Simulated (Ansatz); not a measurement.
Here is an Ansatz 0.2.0 calculation.

input.yaml

```yaml
crystal:
  lattice:
    - [3.3545324186, 0.0, 0.0]
    - [-1.6772662093, 2.9051102923, 0.0]
    - [0.0, 0.0, 5.47016065]
  atoms:
    - { symbol: Sb, position: [0.6666666667, 0.3333333333, 0.75] }
    - { symbol: Sb, position: [0.3333333333, 0.6666666667, 0.25] }
hamiltonian:
  xc: pbe
  pseudopotentials: { kind: paw }
kpoints:
  mp_grid: { grid: [9, 9, 5] }
scf:
  occupations: { method: fermi_dirac, width: 0.05 }
output:
  forces: true
  stress: true
  eigenvalues: true
relax:
  f_tol: 0.01
  max_steps: 40
  cell: { stress_tol: 0.05 }
```

Potentials or basis: Ansatz PAW.

Launch:

```bash
$ ansatz run input.yaml --threads 2 --pin off --max-ram 5632MiB --backend cpu --events-out ev --progress --plain --runs-dir out
```

Question: What does it give for the space group after relaxing (to 0.05 Å)?

Answer: P6_3/mmc (No. 194).

Question: Estimate the band gap on the k mesh.

Answer: None (metal or under the smearing width).

Step by step:
```
step  energy change (eV)  largest force (eV/Å)  volume (Å³)
   1              0.0000                0.0000        53.31
   2             -0.0047                0.0000        55.21
   3             -0.0061                0.0000        54.66
   4             -0.0064                0.0000        54.58
   5             -0.0072                0.0000        54.62
   6             -0.0080                0.0000        54.52
   7             -0.0082                0.0000        54.72
   8             -0.0084                0.0000        54.72
```

Caveat: the plane-wave basis is chosen anew once the cell has moved, so the energies of steps on either side of that aren't comparable. Spin-orbit coupling is left out, which matters for the levels of Sb.
